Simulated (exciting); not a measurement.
# PtSe2 (Sudovikovite) (P-3m1) in exciting: band structure with PBE

Aim: the band structure of PtSe2 (Sudovikovite) with PBE.

Everything below comes from runs of exciting (release sodium). Logs are shortened: lines on timing, memory, paths and dates and some standing lists are left out, and cuts for length are marked.

### Step 1. The structure

Symmetry: P-3m1, No. 164, trigonal system. The conventional cell has a = 3.724 Å, b = 3.724 Å, c = 5.062 Å, α = 90.00°, β = 90.00°, γ = 120.00°. Pt (site symmetry -3m) has 6 Se at 2.49 Å as nearest neighbours. Around Se (site symmetry 3m) lie 3 Pt at 2.49 Å.

### Step 2. Band structure, PBE

The input, input.xml:

```xml
<input>
  <title>PtSe2</title>
  <structure speciespath="./" tshift="false">
    <crystal scale="1">
      <basevect>7.037340088106 0.000000000000 0.000000000000</basevect>
      <basevect>-3.518670044053 6.094515291383 0.000000000000</basevect>
      <basevect>0.000000000000 0.000000000000 9.565793642856</basevect>
    </crystal>
    <species speciesfile="Pt.xml" rmt="2.3">
      <atom coord="0.000000000000 0.000000000000 0.000000000000"/>
    </species>
    <species speciesfile="Se.xml" rmt="2">
      <atom coord="0.666666666700 0.333333333300 0.750000000000"/>
      <atom coord="0.333333333300 0.666666666700 0.250000000000"/>
    </species>
  </structure>
  <groundstate do="fromscratch" ngridk="8 8 5" rgkmax="9" gmaxvr="14" lmaxapw="10" lmaxmat="10" lmaxvr="8" xctype="GGA_PBE" stype="Fermi Dirac" swidth="0.00183747" nempty="16" ValenceRelativity="iora*" epsengy="1e-05" epspot="1e-05" maxscl="60" outputlevel="normal"/>
  <properties>
    <bandstructure>
      <plot1d>
        <path steps="80">
          <point coord="0 0 0" label="G"/>
          <point coord="0.5 0 0" label="M"/>
          <point coord="0.3333333333 0.3333333333 0" label="K"/>
          <point coord="0 0 0" label="G"/>
          <point coord="0 0 0.5" label="A"/>
          <point coord="0.5 0 0.5" label="L"/>
          <point coord="0.3333333333 0.3333333333 0.5" label="H"/>
          <point coord="0 0 0.5" label="A" breakafter="true"/>
          <point coord="0.5 0 0.5" label="L"/>
          <point coord="0.5 0 0" label="M" breakafter="true"/>
          <point coord="0.3333333333 0.3333333333 0" label="K"/>
          <point coord="0.3333333333 0.3333333333 0.5" label="H"/>
        </path>
      </plot1d>
    </bandstructure>
    <chargedensityplot>
      <plot3d>
        <box grid="19 19 26">
          <origin coord="0 0 0"/>
          <point coord="1 0 0"/>
          <point coord="0 1 0"/>
          <point coord="0 0 1"/>
        </box>
      </plot3d>
    </chargedensityplot>
    <elfplot>
      <plot3d>
        <box grid="19 19 26">
          <origin coord="0 0 0"/>
          <point coord="1 0 0"/>
          <point coord="0 1 0"/>
          <point coord="0 0 1"/>
        </box>
      </plot3d>
    </elfplot>
    <exccplot>
      <plot3d>
        <box grid="19 19 26">
          <origin coord="0 0 0"/>
          <point coord="1 0 0"/>
          <point coord="0 1 0"/>
          <point coord="0 0 1"/>
        </box>
      </plot3d>
    </exccplot>
  </properties>
</input>
```

Potentials or basis: all-electron LAPW+lo, shipped species files, valence relativity iora*.

Started as:

```
OMP_NUM_THREADS=1 exciting_smp
```

INFO.OUT:

```text
================================================================================
EXCITING SODIUM started
[... 10 lines left out ...]

 Lattice vectors (cartesian) :
      7.0373400881      0.0000000000      0.0000000000
     -3.5186700441      6.0945152914      0.0000000000
      0.0000000000      0.0000000000      9.5657936429

 Reciprocal lattice vectors (cartesian) :
      0.8928352515      0.5154786728     -0.0000000000
      0.0000000000      1.0309573455      0.0000000000
      0.0000000000     -0.0000000000      0.6568388930

 Unit cell volume                           :     410.2690145667
 Brillouin zone volume                      :       0.6046038200

 Species :    1 (Pt)
     parameters loaded from                 :    Pt.xml
     name                                   :    platinum
     nuclear charge                         :     -78.00000000
     electronic charge                      :      78.00000000
     atomic mass                            :  355605.43990000
     muffin-tin radius                      :       2.30000000
     # of radial points in muffin-tin       :     450

     atomic positions (lattice) :
       1 :   0.00000000  0.00000000  0.00000000

 Species :    2 (Se)
     parameters loaded from                 :    Se.xml
     name                                   :    selenium
     nuclear charge                         :     -34.00000000
     electronic charge                      :      34.00000000
     atomic mass                            :  143935.27480000
     muffin-tin radius                      :       2.00000000
     # of radial points in muffin-tin       :     350

     atomic positions (lattice) :
       1 :   0.66666667  0.33333333  0.75000000
       2 :   0.33333333  0.66666667  0.25000000

 Total number of atoms per unit cell        :       3

 Spin treatment                             :    spin-unpolarised

 Number of Bravais lattice symmetries       :      24
 Number of crystal symmetries               :      12

 k-point grid                               :       8    8    5
 Total number of k-points                   :      40
 k-point set is reduced with crystal symmetries

 R^MT_min * |G+k|_max (rgkmax)              :       9.00000000
 Species with R^MT_min                      :       2 (Se)
 Maximum |G+k| for APW functions            :       4.50000000
 Maximum |G| for potential and density      :      14.00000000

 G-vector grid sizes                        :      32    32    45
 Total number of G-vectors                  :   19111

 Maximum angular momentum used for
     APW functions                          :      10
     computing H and O matrix elements      :      10
     potential and density                  :       8
     inner part of muffin-tin               :       2

 Total nuclear charge                       :    -146.00000000
 Total electronic charge                    :     146.00000000
 Total core charge                          :      84.00000000
 Total valence charge                       :      62.00000000

 Number of empty states                     :      16
 Total number of valence states             :      48

 Maximum Hamiltonian size                   :     695
 Maximum number of plane-waves              :     641
 Total number of local-orbitals             :      54

 Exchange-correlation type                  :      20
[... 23 lines left out ...]
+ SCF iteration number :    1                                                  +
++++++++++++++++++++++++++++++++++++++++++++++++++++++++++++++++++++++++++++++++
 Total energy                               :    -23279.04664693
 _______________________________________________________________
 Fermi energy                               :         0.32338509
 Kinetic energy                             :     26108.09037022
 Coulomb energy                             :    -48854.10304355
 Exchange energy                            :      -524.87627927
 Correlation energy                         :        -8.15769434

 DOS at Fermi energy (states/Ha/cell)       :         0.35725439

 Electron charges :
     core                                   :        84.00000000
     core leakage                           :         0.00382789
     valence                                :        62.00000000
     interstitial                           :         8.05198273
     charge in muffin-tin spheres :
                  atom     1    Pt          :        75.25761503
                  atom     2    Se          :        31.34520112
                  atom     3    Se          :        31.34520112
     total charge in muffin-tins            :       137.94801727
     total charge                           :       146.00000000

++++++++++++++++++++++++++++++++++++++++++++++++++++++++++++++++++++++++++++++++
+ SCF iteration number :    2                                                  +
++++++++++++++++++++++++++++++++++++++++++++++++++++++++++++++++++++++++++++++++
 Total energy                               :    -23314.25073087
 _______________________________________________________________
 Fermi energy                               :         0.31055213
 Kinetic energy                             :     26082.36096789
 Coulomb energy                             :    -48863.06753572
 Exchange energy                            :      -525.37815615
 Correlation energy                         :        -8.16600689

 DOS at Fermi energy (states/Ha/cell)       :        25.97537342

 Electron charges :
     core                                   :        84.00000000
     core leakage                           :         0.00369823
     valence                                :        62.00000000
     interstitial                           :         7.72745250
     charge in muffin-tin spheres :
                  atom     1    Pt          :        75.94755682
                  atom     2    Se          :        31.16249534
                  atom     3    Se          :        31.16249534
     total charge in muffin-tins            :       138.27254750
     total charge                           :       146.00000000

 RMS change in effective potential (target) :  0.380020E-01  ( 0.100000E-04)
 Absolute change in total energy   (target) :   35.2041      ( 0.100000E-04)
 Charge distance                   (target) :  0.951680E-02  ( 0.100000E-04)

++++++++++++++++++++++++++++++++++++++++++++++++++++++++++++++++++++++++++++++++
+ SCF iteration number :    3                                                  +
++++++++++++++++++++++++++++++++++++++++++++++++++++++++++++++++++++++++++++++++
 Total energy                               :    -23309.11581504
 _______________________________________________________________
 Fermi energy                               :         0.31204817
 Kinetic energy                             :     26085.89760816
 Coulomb energy                             :    -48861.53993901
 Exchange energy                            :      -525.30902619
 Correlation energy                         :        -8.16445801

 DOS at Fermi energy (states/Ha/cell)       :        19.45523004

 Electron charges :
     core                                   :        84.00000000
     core leakage                           :         0.00370394
     valence                                :        62.00000000
     interstitial                           :         7.76344689
     charge in muffin-tin spheres :
                  atom     1    Pt          :        75.85232592
                  atom     2    Se          :        31.19211359
                  atom     3    Se          :        31.19211359
     total charge in muffin-tins            :       138.23655311
     total charge                           :       146.00000000
[... 453 lines left out ...]
 Electron charges :
     core                                   :        84.00000000
     core leakage                           :         0.00367987
     valence                                :        62.00000000
     interstitial                           :         7.75937219
     charge in muffin-tin spheres :
                  atom     1    Pt          :        75.82494545
                  atom     2    Se          :        31.20784118
                  atom     3    Se          :        31.20784118
     total charge in muffin-tins            :       138.24062781
     total charge                           :       146.00000000

 RMS change in effective potential (target) :  0.687534E-08  ( 0.100000E-04)
 Absolute change in total energy   (target) :  0.623178E-06  ( 0.100000E-04)
 Charge distance                   (target) :  0.992378E-09  ( 0.100000E-04)

++++++++++++++++++++++++++++++++++++++++++++++++++++++++++++++++++++++++++++++++
+ SCF iteration number :   20                                                  +
++++++++++++++++++++++++++++++++++++++++++++++++++++++++++++++++++++++++++++++++
 Total energy                               :    -23307.23154106
 _______________________________________________________________
 Fermi energy                               :         0.31231056
 Kinetic energy                             :     26086.52661135
 Coulomb energy                             :    -48860.30495791
 Exchange energy                            :      -525.28953310
 Correlation energy                         :        -8.16366140

 DOS at Fermi energy (states/Ha/cell)       :        17.25654941

 Electron charges :
     core                                   :        84.00000000
     core leakage                           :         0.00367987
     valence                                :        62.00000000
     interstitial                           :         7.75937219
     charge in muffin-tin spheres :
                  atom     1    Pt          :        75.82494546
                  atom     2    Se          :        31.20784117
                  atom     3    Se          :        31.20784117
     total charge in muffin-tins            :       138.24062781
     total charge                           :       146.00000000

 RMS change in effective potential (target) :  0.170427E-08  ( 0.100000E-04)
 Absolute change in total energy   (target) :  0.129560E-05  ( 0.100000E-04)
 Charge distance                   (target) :  0.325596E-09  ( 0.100000E-04)

++++++++++++++++++++++++++++++++++++++++++++++++++++++++++++++++++++++++++++++++
| Convergency criteria checked for the last 2 iterations                       +
| Convergence targets achieved. Performing final SCF iteration                 +
++++++++++++++++++++++++++++++++++++++++++++++++++++++++++++++++++++++++++++++++
 Total energy                               :    -23307.23154175
 _______________________________________________________________
 Fermi energy                               :         0.31231056
 Kinetic energy                             :     26086.52661118
 Coulomb energy                             :    -48860.30495841
 Exchange energy                            :      -525.28953312
 Correlation energy                         :        -8.16366140

 DOS at Fermi energy (states/Ha/cell)       :        17.25654915

 Electron charges :
     core                                   :        84.00000000
     core leakage                           :         0.00367987
     valence                                :        62.00000000
     interstitial                           :         7.75937219
     charge in muffin-tin spheres :
                  atom     1    Pt          :        75.82494546
                  atom     2    Se          :        31.20784117
                  atom     3    Se          :        31.20784117
     total charge in muffin-tins            :       138.24062781
     total charge                           :       146.00000000

++++++++++++++++++++++++++++++++++++++++++++++++++++++++++++++++++++++++++++++++
[... 12 lines left out ...]
| EXCITING SODIUM stopped                                                      =
================================================================================
```

Wall time 12 min (1 thread of Arm Neoverse V2, shared host); peak memory 0.17 GiB.

What came out:

```yaml
Free_energy: -634222.0851 eV
Band_gap_on_the_k_mesh: none (metal or under the smearing width)
All_electrons_inside_the_program's_atomic_spheres: Pt 75.82; Se 31.21 (radii Pt 2.3, Se 2.0 bohr)
```

Levels at the corners of the path, in eV from the Fermi level:
```
point  band 28  band 29  band 30  band 31  band 32  band 33  band 34  band 35
    Γ    -2.65    -1.13    -1.13     0.35     1.41     1.41     3.57     4.16
    M    -3.60    -3.58    -3.50    -3.04     0.62     2.31     4.75     5.80
    K    -3.86    -2.74    -1.90    -1.90    -0.02    -0.02     4.02     7.58
    Γ    -2.65    -1.13    -1.13     0.35     1.41     1.41     3.57     4.16
    A    -3.00    -1.77    -1.56    -1.56     2.26     2.26     4.77     6.29
    L    -3.59    -3.30    -2.91    -1.43     0.95     1.48     4.52     4.74
    H    -4.24    -3.75    -2.58    -2.58     1.96     1.96     6.49     7.25
    A    -3.00    -1.77    -1.56    -1.56     2.26     2.26     4.77     6.29
    L    -3.59    -3.30    -2.91    -1.43     0.95     1.48     4.52     4.74
    M    -3.60    -3.58    -3.50    -3.04     0.62     2.31     4.75     5.80
    K    -3.86    -2.74    -1.90    -1.90    -0.02    -0.02     4.02     7.58
    H    -4.24    -3.75    -2.58    -2.58     1.96     1.96     6.49     7.25
```

Caveat: the log's total energy holds no entropy term; the free energy is that total less TS from the occupations; spin-orbit coupling is left out, which moves the levels of the heavy elements.
